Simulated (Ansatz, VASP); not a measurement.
Two plane-wave programs on CuAu

Contents of INCAR:

```
SYSTEM = CuAu
PREC = Accurate ; ENCUT = 520
EDIFF = 1E-7 ; ISMEAR = 0
SIGMA = 0.15 ; LREAL = .False.
LASPH = .True. ; NELM = 100
ALGO = Fast ; ISIF = 2
LWAVE = .False. ; LCHARG = .False.
GGA = CA ; NBANDS = 18
```

File KPOINTS:

```
regular mesh
0
Gamma
  18 18 14
  0 0 0
```

File POSCAR:

```
CuAu
1.0
    2.6600000000      0.0000000000      0.0000000000
    0.0000000000      2.6600000000      0.0000000000
    0.0000000000      0.0000000000      3.4865000000
Cu Au
1 1
Direct
    0.5000000000      0.5000000000      0.5000000000
    0.0000000000      0.0000000000      0.0000000000
```

Input for Ansatz:

```yaml
crystal:
  lattice:
    - [2.66, 0.0, 0.0]
    - [0.0, 2.66, 0.0]
    - [0.0, 0.0, 3.4865]
  atoms:
    - { symbol: Cu, position: [0.5, 0.5, 0.5] }
    - { symbol: Au, position: [0.0, 0.0, 0.0] }
basis:
  ecutwfc: 420
kpoints:
  mp_grid: { grid: [18, 18, 14] }
hamiltonian:
  xc: lda
scf:
  occupations: { method: gaussian, width: 0.15 }
output:
  forces: true
  stress: true
  eigenvalues: true
```

Change from the starting cell: strain -0.050 along x and y, -0.050 along z, atoms carried along.

Alike in both runs: task single point; functional LDA; k mesh 18 × 18 × 14; occupations gaussian, width 0.15 eV; no spin polarisation.

|  | VASP | Ansatz |
| --- | --- | --- |
| version | VASP 6.6.1 | Ansatz 0.2.0 |
| potentials or method | VASP PAW LDA potentials, release 64 (Cu, Au) | scalar-relativistic, plane waves, PAW |
| plane-wave cutoff (eV) | 520 | 420 |
| valence electrons in the cell | 22 | 38 |

```csv
,VASP,Ansatz,Ansatz less VASP
gap on the k mesh at the Fermi level (eV),none,none,-
pressure (GPa),29.5,28.7,-0.83
largest component of the traceless stress (GPa),1.70,1.70,+0.002
```

A gap of «none» marks a metal or a gap that the smearing closes. The two sets of potentials don't hold the same shells in valence.

Caveats: so large a pressure means that the cell lies far from this level's equilibrium, or that cutoff or potentials fall short (VASP). Spin-orbit coupling is left out, which matters for the levels of Au.
